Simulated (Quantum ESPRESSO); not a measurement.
Crystal: Br.

```
CELL_PARAMETERS angstrom
3.36325 -2.32255 0.00000
3.36325 2.32255 0.00000
0.00000 0.00000 8.70230
ATOMIC_POSITIONS crystal
Br 0.36510 0.63490 0.39010
Br 0.13490 0.86510 0.89010
Br 0.63490 0.36510 0.60990
Br 0.86510 0.13490 0.10990
```

Base run:

| Property | Result |
| --- | --- |
| Program | Quantum ESPRESSO 7.5 |
| Functional | PBE |
| Potentials or basis | SG15 PBE 1.2 |
| Cutoff | 626 eV |
| Density cutoff | 2503 eV |
| k mesh | 6 × 6 × 2 |
| Occupations | fermi-dirac, width 0.05 eV |
| Spin | no spin polarisation |

Its results: band gap on the k mesh 1.87 eV, indirect (least direct gap 1.92 eV); pressure 2.0 GPa; largest force 1.006 eV/Å.

Problem. The run is repeated on the same cell with these changes: functional from PBE to PBEsol. What comes out?

Solution. Band gap on the k mesh 1.81 eV, indirect (least direct gap 1.85 eV); pressure 0.7 GPa; largest force 1.039 eV/Å.

PBEsol binds more tightly than PBE, so the same cell stands under less pressure.

Caveats: forces of over 1 eV/Å show positions far from the minimum, so gaps and moduli don't describe the material at rest (some runs); the potentials were made for another functional, which shifts forces and pressure (some runs).

A k mesh can miss the band edges.

Not every run made on this cell is shown here.
